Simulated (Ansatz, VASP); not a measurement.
## HC4: VASP beside Ansatz

INCAR

```
SYSTEM = HC4
ALGO = Fast ; DIPOL = 0.5 0.5 0.251
EDIFF = 1E-7 ; ENCUT = 520
GGA = PE ; IDIPOL = 3
ISIF = 2 ; ISMEAR = 0
IVDW = 12 ; LASPH = .True.
LCHARG = .False. ; LDIPOL = .True.
LREAL = .False. ; LWAVE = .False.
NBANDS = 28 ; NELM = 80
PREC = Accurate ; SIGMA = 0.1
```

Contents of KPOINTS:

```
k-points
0
Gamma
  6 6 1
  0 0 0
```

File POSCAR:

```
HC4
1.0
    4.9314379195      0.0000000000      0.0000000000
   -2.4657189597      4.2707505154      0.0000000000
    0.0000000000      0.0000000000     18.0000000000
C H
8 2
Direct
    0.1666666667      0.3333333333      0.2222222222
    0.1666666667      0.8333333333      0.2222222222
    0.6666666667      0.3333333333      0.2222222222
    0.6666666667      0.8333333333      0.2222222222
    0.3333333333      0.1666666667      0.2222222222
    0.3333333333      0.6666666667      0.2222222222
    0.8333333333      0.1666666667      0.2222222222
    0.8333333333      0.6666666667      0.2222222222
    0.1227633763      0.3772366237      0.3666666667
    0.2105699570      0.2894300430      0.3666666667
```

Input for Ansatz:

```yaml
crystal:
  lattice:
    - [4.9314379195, 0.0, 0.0]
    - [-2.4657189597, 4.2707505154, 0.0]
    - [0.0, 0.0, 18.0]
  atoms:
    - { symbol: C, position: [0.1666666667, 0.3333333333, 0.2222222222] }
    - { symbol: C, position: [0.1666666667, 0.8333333333, 0.2222222222] }
    - { symbol: C, position: [0.6666666667, 0.3333333333, 0.2222222222] }
    - { symbol: C, position: [0.6666666667, 0.8333333333, 0.2222222222] }
    - { symbol: C, position: [0.3333333333, 0.1666666667, 0.2222222222] }
    - { symbol: C, position: [0.3333333333, 0.6666666667, 0.2222222222] }
    - { symbol: C, position: [0.8333333333, 0.1666666667, 0.2222222222] }
    - { symbol: C, position: [0.8333333333, 0.6666666667, 0.2222222222] }
    - { symbol: H, position: [0.1227633763, 0.3772366237, 0.3666666667] }
    - { symbol: H, position: [0.210569957, 0.289430043, 0.3666666667] }
basis:
  ecutwfc: 420
kpoints:
  mp_grid: { grid: [6, 6, 1] }
hamiltonian:
  xc: pbe
  dispersion: d3bj
scf:
  occupations: { method: gaussian, width: 0.1 }
output:
  forces: true
  eigenvalues: true
  write_density: true
  write_potential: true
  elf: true
  volumetric_format: npy
efield:
  axis: 3
  dipole_correction: true
  ramp_width: 0.04
```

Alike in both runs: task single point; functional PBE; dispersion D3(BJ); k mesh 6 × 6 × 1; occupations gaussian, width 0.1 eV; no spin polarisation.

```csv
,VASP,Ansatz
version,VASP 6.6.1,Ansatz 0.2.0
potentials or method,"VASP PAW PBE potentials, release 64 (C, H)","scalar-relativistic, plane waves, PAW"
plane-wave cutoff (eV),520,420
valence electrons in the cell,34,34
```

```csv
,VASP,Ansatz,Ansatz less VASP
gap on the k mesh at the Fermi level (eV),0.01,0.01,0.000
least direct gap on the mesh (eV),0.01,0.01,0.000
rms of the force components (eV/Å),0.068,0.068,-0.0003
```

Atom by atom the forces differ by 0.003 eV/Å (rms over components). The functional is the same, so the differences come from potentials, cutoffs and numerics. Ansatz warned: «xc_potential_rough_in_thin_density».
